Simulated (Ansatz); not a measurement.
**Structure optimisation: sulfur, rhombohedral S6**

Computed with Ansatz, DFT, PBEsol, plane waves (420 eV) with PAW, scalar-relativistic. (PAW data from PBE, frozen cores regenerated.)

k-point mesh 5×5×5, Fermi-Dirac smearing 0.05 eV, no spin polarisation. Cell and atoms relax.

Starting structure:

```cif
data_structure
_symmetry_space_group_name_H-M 'P 1'
_symmetry_Int_Tables_number 1
_cell_length_a 6.3733
_cell_length_b 6.3733
_cell_length_c 6.3733
_cell_angle_alpha 115.262
_cell_angle_beta 115.262
_cell_angle_gamma 115.262
_cell_volume 141.37
loop_
_atom_site_label
_atom_site_type_symbol
_atom_site_fract_x
_atom_site_fract_y
_atom_site_fract_z
_atom_site_occupancy
S1 S 0.58450 0.35100 0.24650 1
S2 S 0.24650 0.58450 0.35100 1
S3 S 0.35100 0.24650 0.58450 1
S4 S 0.41550 0.64900 0.75350 1
S5 S 0.75350 0.41550 0.64900 1
S6 S 0.64900 0.75350 0.41550 1
```

Q: The pressure at the start is 0.1 GPa. By how much does the volume change?

A: From 23.56 to 22.85 Å³ per atom, -3.0 %. The final cell has a = 10.420 Å, c = 4.375 Å (c/a = 0.420).

Q: How much energy does the relaxation gain?

A: 4.5 meV per atom.
